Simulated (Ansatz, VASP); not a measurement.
Two plane-wave programs on Ti

File INCAR:

```
  PREC = Accurate
  ENCUT = 520
  EDIFF = 1E-6
  ISMEAR = 0
  SIGMA = 0.15
  LREAL = F
  LASPH = T
  NELM = 80
  ALGO = Normal
  ISIF = 2
  LWAVE = F
  LCHARG = T
  GGA = PS
  LELF = T
  LVHAR = T
  NBANDS = 12
```

Contents of KPOINTS:

```
Automatic mesh
0
Gamma
  20 20 20
```

File POSCAR:

```
Ti
1.0
   -1.6410000000      1.6410000000      1.6410000000
    1.6410000000     -1.6410000000      1.6410000000
    1.6410000000      1.6410000000     -1.6410000000
Ti
1
Direct
    0.0000000000      0.0000000000      0.0000000000
```

Input for Ansatz:

```yaml
crystal:
  lattice:
    - [-1.641, 1.641, 1.641]
    - [1.641, -1.641, 1.641]
    - [1.641, 1.641, -1.641]
  atoms:
    - { symbol: Ti, position: [0.0, 0.0, 0.0] }
basis:
  ecutwfc: 420
kpoints:
  mp_grid: { grid: [20, 20, 20] }
hamiltonian:
  xc: pbesol
scf:
  occupations: { method: gaussian, width: 0.15 }
output:
  forces: true
  stress: true
  eigenvalues: true
```

This isn't the form of Ti at room conditions, which is hcp.

Alike in both runs: task single point; functional PBEsol; k mesh 20 × 20 × 20; occupations gaussian, width 0.15 eV; no spin polarisation.

```csv
,VASP,Ansatz
version,VASP 6.6.1,Ansatz 0.2.0
potentials or method,"VASP PAW PBE potentials, release 64 (Ti_sv)","scalar-relativistic, plane waves, PAW"
plane-wave cutoff (eV),520,420
valence electrons in the cell,12,12
```

```tsv
	VASP	Ansatz	Ansatz less VASP
gap on the k mesh at the Fermi level (eV)	none	none	-
pressure (GPa)	-6.8	-6.7	+0.18
```

A gap of «none» marks a metal or a gap that the smearing closes.

Caveats: the PAW data sets were made with another functional, which shifts forces and pressure a little (VASP).
